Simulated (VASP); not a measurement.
# HfO2: band structure with AM05

Crystal: HfO2.

```xyz
12
Lattice="5.5564 0.0000 0.0000 0.0000 3.3336 0.0000 0.0000 0.0000 6.5050" Properties=species:S:1:pos:R:3 pbc="T T T"
Hf    4.1600    2.5002    3.9542
Hf    1.3964    0.8334    2.5508
Hf    1.3818    2.5002    5.8033
Hf    4.1746    0.8334    0.7017
O     3.5533    0.8334    2.7542
O     2.0031    2.5002    3.7508
O     0.7751    0.8334    0.4983
O     4.7813    2.5002    6.0067
O     2.8937    0.8334    5.4736
O     2.6627    2.5002    1.0313
O     0.1155    0.8334    4.2838
O     5.4409    2.5002    2.2212
```

Measurements of this composition are mostly on another form, of space group No. 14.

```json
{
 "Program": "VASP 6.6.1",
 "Task": "band structure",
 "Functional": "AM05",
 "Potentials or basis": "VASP PAW PBE potentials, release 64 (Hf_pv, O)",
 "Cutoff": "520 eV",
 "k mesh": "4 × 6 × 3",
 "Occupations": "fermi-dirac, width 0.05 eV",
 "Spin": "no spin polarisation",
 "Further INCAR settings": "ALGO = Normal; EDIFF = 1e-06; NBANDS = 56"
}
```

The band gap on the k mesh is 3.31 eV, direct. The band gap along the path is 3.31 eV, direct.

Levels at the corners of the path, in eV from the valence-band top:
| point | band 42 | band 43 | band 44 | band 45 | band 46 | band 47 |
| --- | --- | --- | --- | --- | --- | --- |
| Γ | -0.34 | -0.05 | 0.00 | 3.31 | 4.24 | 4.34 |
| X | -0.80 | -0.71 | -0.71 | 5.06 | 5.06 | 5.87 |
| X | -0.80 | -0.71 | -0.71 | 5.06 | 5.06 | 5.87 |
| S | -0.73 | -0.73 | -0.73 | 5.58 | 5.58 | 5.58 |
| S | -0.73 | -0.73 | -0.73 | 5.58 | 5.58 | 5.58 |
| Y | -0.83 | -0.35 | -0.35 | 4.16 | 4.16 | 5.38 |
| Y | -0.83 | -0.35 | -0.35 | 4.16 | 4.16 | 5.38 |
| Γ | -0.34 | -0.05 | 0.00 | 3.31 | 4.24 | 4.34 |
| Γ | -0.34 | -0.05 | 0.00 | 3.31 | 4.24 | 4.34 |
| Z | -0.58 | -0.41 | -0.41 | 4.18 | 4.18 | 4.93 |
| Z | -0.58 | -0.41 | -0.41 | 4.18 | 4.18 | 4.93 |
| U | -0.91 | -0.81 | -0.81 | 5.00 | 5.00 | 6.09 |
| U | -0.91 | -0.81 | -0.81 | 5.00 | 5.00 | 6.09 |
| R | -0.74 | -0.74 | -0.74 | 5.73 | 5.73 | 5.73 |
| R | -0.74 | -0.74 | -0.74 | 5.73 | 5.73 | 5.73 |
| T | -0.87 | -0.43 | -0.43 | 4.99 | 4.99 | 5.00 |
| T | -0.87 | -0.43 | -0.43 | 4.99 | 4.99 | 5.00 |
| Z | -0.58 | -0.41 | -0.41 | 4.18 | 4.18 | 4.93 |
| Y | -0.83 | -0.35 | -0.35 | 4.16 | 4.16 | 5.38 |
| T | -0.87 | -0.43 | -0.43 | 4.99 | 4.99 | 5.00 |
| U | -0.91 | -0.81 | -0.81 | 5.00 | 5.00 | 6.09 |
| X | -0.80 | -0.71 | -0.71 | 5.06 | 5.06 | 5.87 |
| S | -0.73 | -0.73 | -0.73 | 5.58 | 5.58 | 5.58 |
| R | -0.74 | -0.74 | -0.74 | 5.73 | 5.73 | 5.73 |

It took 8.9 min on 1 thread of Intel(R) Xeon(R) Platinum 8259CL CPU @ 2.50GHz (Skylake/Cascade Lake), with other jobs on the host, peak memory 0.62 GiB.

Caveat: the log is that of the step along the path at fixed density, whose energy, stress, charges and moments have no meaning; spin-orbit coupling is left out, which moves the levels of the heavy elements. As with any semilocal functional, this AM05 gap is likely too small.
